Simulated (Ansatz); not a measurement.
Set up this calculation in Ansatz 0.2.0, as the native input.

| Quantity | Value |
| --- | --- |
| Task | band structure |
| Functional | LDA |
| Potentials or basis | Ansatz PAW |
| Cutoff | 420 eV (not typed: the program's choice for these potentials) |
| k mesh | 7 × 7 × 7 |
| Occupations | fermi-dirac, width 0.05 eV |
| Spin | no spin polarisation |
| Path | [["G", "L", "B1"], ["B", "Z", "G", "X"], ["Q", "F", "P1", "Z"], ["L", "P"]] |
| Points for each segment of the path | 14 |

Bi2Te2Se:

```
Bi Te Se
1.0
     2.16097    1.24764   10.58557
    -2.16097    1.24764   10.58557
     0.00000   -2.49527   10.58557
Bi Te Se
2 2 1
Direct
  0.39172 0.39172 0.39172
  0.60828 0.60828 0.60828
  0.78040 0.78040 0.78040
  0.21960 0.21960 0.21960
  0.00000 0.00000 0.00000
```

The cell is a database's computed one.

The input as run:

input.yaml

```yaml
crystal:
  lattice:
    - [2.1609687617, 1.2476358963, 10.5855712543]
    - [-2.1609687617, 1.2476358963, 10.5855712543]
    - [0.0, -2.4952717926, 10.5855712543]
  atoms:
    - { symbol: Bi, position: [0.39172124, 0.39172124, 0.39172124] }
    - { symbol: Bi, position: [0.60827876, 0.60827876, 0.60827876] }
    - { symbol: Te, position: [0.78040487, 0.78040487, 0.78040487] }
    - { symbol: Te, position: [0.21959513, 0.21959513, 0.21959513] }
    - { symbol: Se, position: [0.0, 0.0, 0.0] }
hamiltonian:
  xc: lda
  pseudopotentials: { kind: paw }
kpoints:
  mp_grid: { grid: [7, 7, 7] }
  band_path:
    path:
      - [[0.0, 0.0, 0.0], [0.5, 0.0, 0.0], [0.5, 0.1759276236, -0.1759276236]]
      - [[0.8240723764, 0.5, 0.1759276236], [0.5, 0.5, 0.5], [0.0, 0.0, 0.0], [0.3379638118, 0.0, -0.3379638118]]
      - [[0.6620361882, 0.3379638118, 0.0], [0.5, 0.5, 0.0], [0.6620361882, 0.6620361882, 0.1759276236], [0.5, 0.5, 0.5]]
      - [[0.5, 0.0, 0.0], [0.8240723764, 0.3379638118, 0.3379638118]]
    npoints: 14
scf:
  occupations: { method: fermi_dirac, width: 0.05 }
  n_extra_bands: 12
output:
  forces: true
  stress: true
  eigenvalues: true
  fatbands: false
```

Potentials or basis: Ansatz PAW.

The run is started by

```console
$ ansatz run input.yaml --threads 2 --pin off --max-ram 5632MiB --backend cpu --events-out ev --progress --plain --runs-dir out
```

It gave:

The pressure is -2.6 GPa and the largest force is 0.138 eV/Å. The band gap on the k mesh is 0.37 eV, direct and the band gap along the path is 0.37 eV, direct.

Caveat: spin-orbit coupling is left out, which as a rule narrows the gap of such compounds by several tenths of an eV; the PAW data sets come from PBE, with cores solved anew for the run's functional, which leaves a small shift of forces and pressure.

It took 39 s on 2 threads of Intel(R) Xeon(R) Processor @ 2.50GHz (Skylake/Cascade Lake) (shared host), peak memory 0.81 GiB.
